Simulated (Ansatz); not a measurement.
# CdTe: how the settings move a calculation

Aim: see which settings change the result for CdTe, by how much, and at what cost.

Computed with Ansatz 0.2.0 (reference: DFT PBE, scalar-relativistic, plane waves, PAW, unless a step's input says otherwise).

5 further runs of the same task are left out: 1 that didn't finish, 4 set aside as unsound or not needed.

## 1. The system as given

The structure is cubic, space group F-43m (No. 216). The conventional cell has a = 6.620 Å, b = 6.620 Å, c = 6.620 Å, α = 90.00°, β = 90.00°, γ = 90.00°. Cd (site symmetry -43m) is surrounded by 4 Te at 2.87 Å. Around Te (site symmetry -43m) lie 4 Cd at 2.87 Å.

As a file:

```cif
data_structure
_symmetry_space_group_name_H-M 'P 1'
_symmetry_Int_Tables_number 1
_cell_length_a 4.6811
_cell_length_b 4.6811
_cell_length_c 4.6811
_cell_angle_alpha 60.000
_cell_angle_beta 60.000
_cell_angle_gamma 60.000
_cell_volume 72.53
loop_
_atom_site_label
_atom_site_type_symbol
_atom_site_fract_x
_atom_site_fract_y
_atom_site_fract_z
_atom_site_occupancy
Cd1 Cd 0.00000 0.00000 0.00000 1
Te1 Te 0.25000 0.25000 0.25000 1
```

## 2. The reference run

Input file input.yaml:

```yaml
crystal:
  lattice:
    - [0.0, 3.3100202335, 3.3100202335]
    - [3.3100202335, 0.0, 3.3100202335]
    - [3.3100202335, 3.3100202335, 0.0]
  atoms:
    - { symbol: Cd, position: [0.0, 0.0, 0.0] }
    - { symbol: Te, position: [0.25, 0.25, 0.25] }
basis:
  ecutwfc: 420
kpoints:
  mp_grid: { grid: [8, 8, 8] }
hamiltonian:
  xc: pbe
scf:
  occupations: { method: gaussian, width: 0.02 }
output:
  forces: true
  stress: true
  eigenvalues: true
  write_density: true
  write_potential: true
  elf: true
  volumetric_format: npy
relax:
  adjacent_minimum: "off"
  f_tol: 0.005
  max_steps: 80
  cell: { stress_tol: 0.05 }
```

Command:

```console
> ansatz run input.yaml --threads 8 --pin off --max-ram 16384MiB --backend cpu --events-out ev --progress --plain --runs-dir out
```

From the output:

```text
[...]
Basis set: ecut = 420 eV, 1411 PW (Γ), exchange–correlation on 64×64×64 points (8 copies of the dense FFT grid, shifted against one another)
[...]
k-points: 29 of 512 (time reversal used)
[...]
SCF iter   1: F=—  HF=-15235.339412 eV  |F-HF|=—  |Δ(HF+E_count)|=         —  Δρ=1.47e-3  dr2=4.02e-3  ethr=1.77e-3  ⟨swp⟩=6.3  Hψ=3045  notcnv=0
preconditioner: auto → none  [insulator: Δε(μ)=0.557 eV  Ē_g=11.163 eV  σ=0.020 eV  W_gap=1.00  n_scr=14 (ndim 8)  ℏωp=18.5 eV  f_vac=0.207  D(μ)=0.00/eV (n_scr^D=0)  ε∞_Penn≈3.7]
SCF iter   2: F=—  HF=-15235.338576 eV  |F-HF|=—  |Δ(HF+E_count)|=   8.36e-4  Δρ=5.43e-4  dr2=2.21e-4  ethr=1.12e-5  ⟨swp⟩=2.8  Hψ=1289  notcnv=0
[...]
relax step   1: F+E_penalty+E_count = -15235.33868415 eV  Δ(F+E_penalty+E_count) = +0.000e0 eV  max|allowed force component| = 9.252e-17 eV/Å  Δτ_max = 0.0000 Å  P = -0.028 GPa  Ω = 72.531 Å³  (6 SCF iters, dr2 threshold 1.00e-7 eV, accepted)
[...]
SCF iter   4: F=—  HF=-15235.338684 eV  |F-HF|=—  |Δ(HF+E_count)|=  2.02e-10  Δρ=2.18e-7  dr2=2.40e-11  ethr=2.32e-12  ⟨swp⟩=2.0  Hψ=870  notcnv=0
SCF iter   5: F=-15235.338684 eV  HF=-15235.338684 eV  |F-HF|=3.64e-12  |Δ(HF+E_count)|=  3.64e-11  Δρ=8.98e-8  dr2=4.11e-12  ethr=1.00e-12  ⟨swp⟩=6.3  Hψ=2904  notcnv=0
[...]
relax step   2: F+E_penalty+E_count = -15235.33868416 eV  Δ(F+E_penalty+E_count) = -9.277e-9 eV  max|allowed force component| = 7.286e-17 eV/Å  Δτ_max = 0.0000 Å  P = -0.028 GPa  Ω = 72.531 Å³  stress off target by 2.77e-2 GPa  SCF on the basis re-selected at 
[...]
SCF converged after 5 iterations
Free energy (F): -15235.338684 eV
[...]
E sigma→0 (E₀):  -15235.338684 eV
Fermi energy:    6.882987 eV
[...]
  P = ⅓ Tr σ = -0.0277 GPa (-0.277 kbar)
[...]
--- Relaxed structure (1 steps of the walk, 1 accepted, 1 SCFs on fresh bases) ---
[...]
```

Wall time 2.2 s (8 threads of Arm Neoverse V1, shared host); peak memory 0.47 GiB.

## 3. Variant: xc_grid 1, xc lda, spin_polarized true, ecutwfc left out

Input file input.yaml:

```yaml
crystal:
  lattice:
    - [0.0, 3.3100202335, 3.3100202335]
    - [3.3100202335, 0.0, 3.3100202335]
    - [3.3100202335, 3.3100202335, 0.0]
  atoms:
    - { symbol: Cd, position: [0.0, 0.0, 0.0] }
    - { symbol: Te, position: [0.25, 0.25, 0.25] }
basis:
  xc_grid: 1
kpoints:
  mp_grid: { grid: [8, 8, 8] }
hamiltonian:
  xc: lda
scf:
  occupations: { method: gaussian, width: 0.02 }
output:
  forces: true
  eigenvalues: true
  stress: true
magnetization:
  spin_polarized: true
```

Command:

```console
> ansatz run input.yaml --threads 8 --pin off --max-ram 16384MiB --backend cpu --events-out ev --progress --plain --runs-dir out
```

Standard output:

```text
Warning: RAYON_NUM_THREADS=8 ignored (pool sized by the plan → 8); use --threads N
Engine: ansatz 0.2.0, aarch64-unknown-linux-gnu
Pseudopotentials: kind: paw
Pseudopotential: Cd, paw, valence charge 20, recommended cutoff 420 eV (normal), Cd.paw.azcp
Pseudopotential: Te, paw, valence charge 16, recommended cutoff 420 eV (normal), Te.paw.azcp
Functional definition: SPW92
  exchange = slater_x
  correlation = pw_c
Crystal: 2 atoms, lattice volume = 72.531 Å³
Basis set: ecut = 420 eV, 1411 PW (Γ)
Bands: 22, of which v1, the nominal top of the filled ones, is band 18 counted from 1 (17 counted from 0)
Symmetry: 24 space group operations
Space group: F-43m (ITA 216), of the structure as read, at distance tolerance 4.2e-5 Å
k-points: 29 of 512 (time reversal used)
Non-local potential: Cd, projectors of the file, l = 0: 3, l = 1: 2, l = 2: 2, l = 3: 1
Non-local potential: Te, projectors of the file, l = 0: 2, l = 1: 2, l = 2: 2, l = 3: 2
PAW form: soft (Blöchl's): semilocal exchange-correlation on the pseudo side does not see the compensation charge
PAW frozen core: Cd, regenerated for the run's functional, and the local potential with it (the file was generated under x = pbe(κ = 0.804, μ = 0.2195149727645171), c = pbe(β = 0.06672455060314922))
PAW frozen core: Te, regenerated for the run's functional, and the local potential with it (the file was generated under x = pbe(κ = 0.804, μ = 0.2195149727645171), c = pbe(β = 0.06672455060314922))
PAW one-centre angular grid: Cd, 590 points (default); XC on 64 Gauss nodes
PAW one-centre angular grid: Te, 590 points (default); XC on 64 Gauss nodes
Initial density: superposition of atomic densities (chi_scale 0.1, normalization cell, long waves kept (reshape's long-wave potential 0.00 eV rms))
Initial wavefunctions: pseudopotential atomic-orbital guess
Functional: x = slater, c = lda
iter 1 solved again at ethr=6.01e-4 eV; its pass at ethr=3.10e-3 eV (dr2=2.16e-1 eV) is discarded
SCF iter   1: F=—  HF=-14945.042401 eV  |F-HF|=—  |Δ(HF+E_count)|=         —  Δρ=1.09e-2 (↑1.09e-2 ↓1.09e-2)  dr2=2.28e-1  dr2_m=2.17e-2  M=0.607 μB ∫|m|=0.607 μB  ethr=6.01e-4  ⟨swp⟩=1.0  Hψ=3857  notcnv=0
Mixer restart at iter 1: flushing history
SCF iter   2: F=—  HF=-14945.781047 eV  |F-HF|=—  |Δ(HF+E_count)|=         —  Δρ=1.20e-2 (↑1.12e-2 ↓1.20e-2)  dr2=2.19e-1  dr2_m=2.13e-2  M=0.000 μB ∫|m|=0.026 μB  β_m=0.30  ethr=6.01e-4  ⟨swp⟩=3.1  Hψ=2664  notcnv=0
Mixer restart at iter 2: flushing history
preconditioner: auto → none  [insulator: Δε(μ)=0.143 eV  Ē_g=11.197 eV  σ=0.020 eV  W_gap=1.00  n_scr=14 (ndim 8)  ℏωp=18.5 eV  f_vac=0.180  D(μ)=0.00/eV (n_scr^D=0)  ε∞_Penn≈3.7]
SCF iter   3: F=—  HF=-14945.750126 eV  |F-HF|=—  |Δ(HF+E_count)|=         —  Δρ=5.66e-3 (↑5.66e-3 ↓5.66e-3)  dr2=6.88e-2  dr2_m=0.00e0  M=0.000 μB ∫|m|=0.000 μB  β_m=0.30  ethr=6.01e-4  ⟨swp⟩=6.4  Hψ=2558  notcnv=0
SCF iter   4: F=—  HF=-14945.736442 eV  |F-HF|=—  |Δ(HF+E_count)|=   1.37e-2  Δρ=3.63e-3 (↑3.63e-3 ↓3.63e-3)  dr2=2.87e-2  dr2_m=0.00e0  M=0.000 μB ∫|m|=0.000 μB  β_m=0.56  ethr=1.91e-4  ⟨swp⟩=2.0  Hψ=984  notcnv=0
SCF iter   5: F=—  HF=-14945.729039 eV  |F-HF|=—  |Δ(HF+E_count)|=   7.40e-3  Δρ=5.56e-4 (↑5.56e-4 ↓5.56e-4)  dr2=9.37e-4  dr2_m=0.00e0  M=0.000 μB ∫|m|=0.000 μB  β_m=0.51  ethr=7.98e-5  ⟨swp⟩=2.9  Hψ=1157  notcnv=0
SCF iter   6: F=—  HF=-14945.728760 eV  |F-HF|=—  |Δ(HF+E_count)|=   2.80e-4  Δρ=1.73e-4 (↑1.73e-4 ↓1.73e-4)  dr2=4.06e-5  dr2_m=0.00e0  M=0.000 μB ∫|m|=0.000 μB  β_m=0.57  ethr=2.60e-6  ⟨swp⟩=2.0  Hψ=989  notcnv=0
SCF iter   7: F=—  HF=-14945.728755 eV  |F-HF|=—  |Δ(HF+E_count)|=   4.43e-6  Δρ=3.79e-5 (↑3.79e-5 ↓3.79e-5)  dr2=1.70e-6  dr2_m=0.00e0  M=0.000 μB ∫|m|=0.000 μB  β_m=0.56  ethr=1.13e-7  ⟨swp⟩=2.0  Hψ=1078  notcnv=0
SCF iter   8: F=—  HF=-14945.728755 eV  |F-HF|=—  |Δ(HF+E_count)|=   1.28e-7  Δρ=1.08e-5 (↑1.08e-5 ↓1.08e-5)  dr2=1.18e-7  dr2_m=0.00e0  M=0.000 μB ∫|m|=0.000 μB  β_m=0.61  ethr=4.72e-9  ⟨swp⟩=2.0  Hψ=1048  notcnv=0
SCF iter   9: F=-14945.728755 eV  HF=-14945.728755 eV  |F-HF|=6.15e-10  |Δ(HF+E_count)|=   6.64e-8  Δρ=1.93e-6 (↑1.93e-6 ↓1.93e-6)  dr2=4.07e-9  dr2_m=0.00e0  M=0.000 μB ∫|m|=0.000 μB  ethr=2.78e-10  ⟨swp⟩=5.0  Hψ=2563  notcnv=0
SCF 1 converged in 9 iterations: F = -14945.728755 eV  dr2 = 4.07e-9
SCF converged after 9 iterations
Magnetization: 0.0000 μB (18.0000 up, 18.0000 down)
Absolute magnetization: 0.0000 μB (∫|ρ↑−ρ↓|)
Spin contamination: 0.0000 ħ² per cell (⟨S²⟩ above its minimum at these occupations)
Per-site moments (μB) at R_I (Å): [(0.0, 1.1824566638162435), (0.0, 1.1824566638162435)]
Free energy (F): -14945.728755 eV
Harris-Foulkes:  -14945.728755 eV  (|F-HF|=6.15e-10)
Internal energy: -14945.728755 eV  (E = F + TS)
E sigma→0 (E₀):  -14945.728755 eV
Fermi energy:    6.435193 eV
--- Per-component energies (eV) ---
  E_band       = -825.501435
  E_kinetic    = 685.585516
  E_local      = -5569.413459  (includes V_loc(G=0)·N_el)
  E_nonlocal   = -263.863729
  E_hartree    = 2785.968917
  E_xc         = -298.261667
  E_vxc        = -324.844258  (∫ρ·V_xc dr)
  E_paw        = -8457.920141  (= ΣΔE_a)
  E_vpaw       = -924.904313  (= ΣTr[D̂ρ^β])
  E_aug_tail   = -0.000173  (compensation charges beyond the density's cutoff)
  E_ewald      = -3829.269248
  E_core_change = 1.445230  (= ΣΔE_core)
  E_smearing   = -0.000000  (= −TS)
  E_closure    = -0.000000  (closes the sum)
  Σ components = -14945.728755   (vs F -14945.728755, Δ=0.00e0)
--- Forces (eV/Å), atoms counted from 1 ---
  atom   1  Cd     0.00000000    -0.00000000    -0.00000000
  atom   2  Te    -0.00000000     0.00000000     0.00000000
  max |Σ_I F_I| component: 1.08e-16 eV/Å
--- Stress (GPa, compression-positive) ---
       -3.560556      -0.000000      -0.000000
        0.000000      -3.560556       0.000000
       -0.000000       0.000000      -3.560556
  P = ⅓ Tr σ = -3.5606 GPa (-35.606 kbar)
--- Band table (eV; the first three rows and the last of 58) ---
  k-point 0 ↑: bands = ["-95.4778", "-56.6175", "-56.6175", "-56.6175", "-29.5787", "-29.5787", "-29.5787", "-29.5721", "-29.5721", "-4.6619", "-1.7901", "-1.7901", "-1.7901", "-1.5704", "-1.5704", "6.2716", "6.2716", "6.2716", "6.5975", "10.8387", "10.8387", "10.8387"]
  k-point 1 ↑: bands = ["-95.4778", "-56.6175", "-56.6175", "-56.6175", "-29.5787", "-29.5786", "-29.5786", "-29.5721", "-29.5721", "-4.6108", "-1.7808", "-1.7808", "-1.7493", "-1.5711", "-1.5711", "5.0073", "6.1500", "6.1500", "7.5759", "10.7516", "11.0326", "11.0326"]
  k-point 2 ↑: bands = ["-95.4778", "-56.6176", "-56.6175", "-56.6175", "-29.5787", "-29.5786", "-29.5786", "-29.5721", "-29.5721", "-4.4868", "-1.7601", "-1.7601", "-1.6163", "-1.5706", "-1.5706", "3.6330", "5.8902", "5.8902", "7.9735", "11.3528", "11.3528", "11.3573"]
  k-point 28 ↓: bands = ["-95.4778", "-56.6176", "-56.6176", "-56.6176", "-29.5787", "-29.5786", "-29.5782", "-29.5721", "-29.5719", "-4.2065", "-1.6884", "-1.6806", "-1.5951", "-1.5692", "-1.1055", "2.3055", "4.1642", "4.2977", "10.1937", "10.8419", "11.6075", "12.4868"]
```

Wall time 1.5 s (8 threads of Arm Neoverse V1, shared host); peak memory 0.44 GiB.

Total energies don't compare across a change of functional; the pressure goes from 0.0 to -3.6 GPa and the gap on the mesh goes from 0.58 to 0.33 eV. The numerical grids and spin polarisation changed too.

## 4. All runs together

```
                                                        run     ending   energy change  pressure (GPa)  gap (eV)  force (eV/Å)  cycles   time
                                                  reference  converged               -             0.0      0.58          0.00       -  2.2 s
1: xc_grid 1, xc lda, spin_polarized true, ecutwfc left out  converged  not comparable            -3.6      0.33          0.00       9  1.5 s
```

Times don't compare one to one where runs were asked for different outputs or read a saved state (see the inputs); cycles may leave out searches for a lower state.

**Reading.** A change of functional puts the total energy on another scale; the pressure goes from 0.0 to -3.6 GPa and the gap on the mesh goes from 0.58 to 0.33 eV. The numerical grids and spin polarisation changed too. The gap of the reference lacks spin-orbit coupling, though the cell holds Te.

The gaps are Kohn-Sham values of a semilocal functional, not quasiparticle or optical gaps. Such gaps usually fall short of the measured ones; spin-orbit coupling, left out here, narrows gaps with Te, so the two errors partly cancel.
